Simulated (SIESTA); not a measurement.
Crystal: TiO2.

```
Ti O
1.0
     4.59984    0.00000    0.00000
     0.00000    4.59984    0.00000
     0.00000    0.00000    2.95921
Ti O
2 4
Direct
  0.00000 0.00000 0.50000
  0.50000 0.50000 0.00000
  0.30432 0.30432 0.50000
  0.19568 0.80432 0.00000
  0.80432 0.19568 0.00000
  0.69568 0.69568 0.50000
```

The cell is a database's computed one.

Base run:

| Property | Result |
| --- | --- |
| Program | SIESTA 5.4.2 |
| Functional | RPBE |
| Potentials or basis | PseudoDojo 0.4 standard (PBE files) |
| Basis | DZP (energy shift 0.003 Ry; two zetas on semicore shells) |
| Grid cutoff | 800 Ry |
| Energy shift | 0.003 Ry |
| k mesh | 6 × 6 × 9 |
| Occupations | fermi-dirac, width 0.05 eV |
| Spin | no spin polarisation |

Its results: band gap on the k mesh 1.76 eV, direct; pressure 11.6 GPa; largest force 0.077 eV/Å.

Question: The run is repeated on the same cell with these changes: functional from RPBE to PBE; basis from DZP (energy shift 0.003 Ry; two zetas on semicore shells) to DZ (energy shift 0.003 Ry; two zetas on semicore shells). What comes out?

Answer: Band gap on the k mesh 1.74 eV, direct; pressure 7.0 GPa; largest force 0.129 eV/Å.

Several settings changed at once, so the effect can't be laid on one alone.

Caveats: the basis of atomic orbitals isn't converged, which shifts pressures, moduli and gaps; the potentials were made for another functional, which shifts forces and pressure (some runs); the basis has no polarisation orbitals (some runs).
